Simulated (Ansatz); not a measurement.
The system is Se.

```
Se
1.0
     2.81056    0.00000    0.00000
     0.00000    2.81056    0.00000
     0.00000    0.00000    2.81056
Se
1
Direct
  0.00000 0.00000 0.00000
```

This isn't the form of Se at room conditions, which is trigonal, of chains.

- Program: Ansatz 0.2.0
- Task: relaxation of cell and atoms
- Functional: RPBE
- Potentials or basis: Ansatz PAW
- Cutoff: 420 eV (not typed: the program's choice for these potentials)
- k mesh: 9 × 9 × 9
- Occupations: fermi-dirac, width 0.05 eV
- Spin: no spin polarisation

At the start: volume 22.20 Å³/atom.

Question: Where does the relaxation end?

Answer: It ends after 5 steps and the volume is 23.43 Å³/atom (+5.6 %); space group Pm-3m (No. 221, to 0.05 Å).

The path:
```
step  energy change (eV)  largest force (eV/Å)  volume (Å³)
   1              0.0000                0.0000        22.20
   2             -0.0085                0.0000        24.26
   3             -0.0138                0.0000        23.50
   4             -0.0139                0.0000        23.43
   5             -0.0139                0.0000        23.43
```

Final structure:
```
Se
1.0
     2.86163    0.00000    0.00000
     0.00000    2.86163    0.00000
     0.00000    0.00000    2.86163
Se
1
Direct
  0.00000 0.00000 0.00000
```

Caveat: the plane-wave basis is chosen anew once the cell has moved, so the energies of steps on either side of that aren't comparable; the PAW data sets come from PBE, with cores solved anew for the run's functional, which leaves a small shift of forces and pressure.
